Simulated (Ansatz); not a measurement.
How settings move the results for CsCl

```
CELL_PARAMETERS angstrom
4.12300 0.00000 0.00000
0.00000 4.12300 0.00000
0.00000 0.00000 4.12300
ATOMIC_POSITIONS crystal
Cs 0.00000 0.00000 0.00000
Cl 0.50000 0.50000 0.50000
```

Atom numbers follow the list: Cs1, Cl2.

The cell is COD entry 9008789, as deposited and not checked against the literature; nothing was relaxed.

Spin–orbit coupling is left out, though it moves levels of the heavy atoms by tenths of an eV or more.

All numbers below come from DFT, PBE, all-electron LAPW, scalar-relativistic (Ansatz 0.2.0).

Numerical set-up: a Γ-centred 6×6×6 k mesh, Fermi–Dirac smearing of 0.03 eV, basis error target 1 meV/atom, no spin polarisation. One setting is then changed at a time.

| basis error target (meV/atom) | free energy less the base's (meV/atom) | P (GPa) | gap on the mesh (eV) | cutoff chosen (eV) |
| --- | --- | --- | --- | --- |
| 1 (base) | 0.0 | 1.00 | 5.272 | 112 |
| 3 | ? | 1.01 | 5.273 | 98 |
| 10 | ? | 1.01 | 5.273 | 83 |
| 30 | 6.6 | 1.02 | 5.271 | 71 |
| 0.1 | -0.2 | 1.00 | 5.272 | 146 |

Task: Give the missing entry: row "10", column "free energy less the base's (meV/atom)".

Result: 2.0.

Task: Give the missing entry: row "3", column "free energy less the base's (meV/atom)".

Result: 0.4.
